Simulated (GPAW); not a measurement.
Input of a GPAW 26.7.0 run:

run.py

```python
from ase.eos import EquationOfState
from ase.io import Trajectory, read
from ase.units import GPa
from gpaw import GPAW, PW

atoms = read('BAs.xyz')

traj = Trajectory('eos.traj', 'w')
volumes, energies = [], []
for x in [0.94, 0.96, 0.98, 1.0, 1.02, 1.04, 1.06]:
    a = atoms.copy()
    a.set_cell(atoms.cell * x**(1 / 3), scale_atoms=True)
    calc = GPAW(mode=PW(800),
                xc='PBE',
                kpts={'size': (8, 8, 8), 'gamma': True},
                occupations={'name': 'fermi-dirac', 'width': 0.05},
                nbands=11,
                convergence={'density': 1e-05, 'energy': 1e-05},
                maxiter=150,
                txt=f'eos-{x:.2f}.txt')
    a.calc = calc
    energies.append(a.get_potential_energy(force_consistent=True))
    volumes.append(a.get_volume())
    p = -a.get_stress()[:3].mean() / GPa
    calc.write(f'eos-{x:.2f}.gpw')
    traj.write(a)
    print(f'{x:.2f} {volumes[-1]:10.4f} A^3 {energies[-1]:14.6f} eV {p:9.3f} GPa', flush=True)

v0, e0, B = EquationOfState(volumes, energies, eos='birchmurnaghan').fit()
print(f'V0 = {v0:.4f} A^3, E0 = {e0:.6f} eV, B0 = {B / GPa:.2f} GPa')
```

File BAs.xyz:

```xyz
2
Lattice="0.0000000000 2.3885000000 2.3885000000 2.3885000000 0.0000000000 2.3885000000 2.3885000000 2.3885000000 0.0000000000" Properties=species:S:1:pos:R:3 pbc="T T T"
As     3.5827500000      3.5827500000      3.5827500000
B      0.0000000000      0.0000000000      0.0000000000
```

Potentials or basis: GPAW PAW data sets (gpaw-data 1.2.1), pw.

The run is started by

```console
$ OMP_NUM_THREADS=1 python run.py
```

Estimate the equilibrium volume.

13.96 Å³/atom.

Predict the pressure derivative of the bulk modulus.

4.1.

Energy against volume, from the lowest point:
| volume (Å³/atom) | energy (meV/atom) |
| --- | --- |
| 12.809 | 45.50 |
| 13.081 | 25.55 |
| 13.354 | 11.70 |
| 13.626 | 3.37 |
| 13.899 | 0.00 |
| 14.171 | 1.14 |
| 14.444 | 6.35 |

PBE usually gives volumes a little too large and moduli too small.

**Experimental background.**

From “Basic Physical Properties of Cubic Boron Arsenide”, 2019, arxiv:1911.11281, for a bulk crystal of BAs: bulk modulus 148 GPa.

A measured bulk modulus of BAs is 148 GPa (quoted in “Basic Physical Properties of Cubic Boron Arsenide”, 2019, arxiv:1911.11281); the calculated 132 GPa misses it by -10.6 %. The fit is for a static lattice scaled at fixed shape and fixed fractional positions.
